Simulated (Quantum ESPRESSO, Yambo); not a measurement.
Planning a run of Yambo 5.3.0 on BAs (F-43m). The input:

```
optics
bss
bse
em1s
dipoles
rim_cut
RandQpts= 1000000
RandGvec= 1 RL
Chimod= "HARTREE"
BSKmod= "SEX"
BSEmod= "resonant"
BSSmod= "d"
BSENGexx= 30 Ry
BSENGBlk= 6 Ry
% BSEQptR
 1 | 1 |
%
% BSEBands
 11 | 17 |
%
% BEnRange
 0 | 8 | eV
%
% BDmRange
 0.1 | 0.1 | eV
%
BEnSteps= 161
% BLongDir
 1 | 0 | 0 |
%
% BndsRnXs
 1 | 65 |
%
NGsBlkXs= 6 Ry
% LongDrXs
 1 | 1 | 1 |
%
KfnQPdb= "E < ./gw1/ndb.QP"
WRbsWF
```

```sh
OMP_NUM_THREADS=1 mpirun -n 4 yambo -F bse4.in -J bse4,bse3_W -C bse4 > bse4.log
```

The stored states that it reads are on a 6×6×6 mesh. It takes space group F-43m (No. 216, cubic). Conventional cell: a = 4.777 Å, b = 4.777 Å, c = 4.777 Å, α = 90.00°, β = 90.00°, γ = 90.00°. Nearest to B lie 4 As at 2.07 Å. Nearest to As lie 4 B at 2.07 Å. Farther neighbours are not listed.

Q: Estimate wall time and host memory on 4 MPI ranks of Arm Neoverse V1, shared host.

It took 73 s; on shared hardware allow 36 s to 2.4 min. Peak host memory was 1.6 GiB.

The kernel grows as the square of the matrix size, and full diagonalisation as its cube.

[Paths, hosts, dates, memory and timing lines, banners, echoed tables and standing remarks are left out of the program output.]

[Logs are printed without paths, hosts, clocks, repeated set-up lines and the standing remarks that a program may print on its own settings, such as how far it seeks lower states.]

[Runs of the session that timed out or met a known fault of the program may be left out.]

[Hosts, paths, dates, database ids (printed as entryN), source tags and the programs' standing remarks are cut or masked in the printed files.]
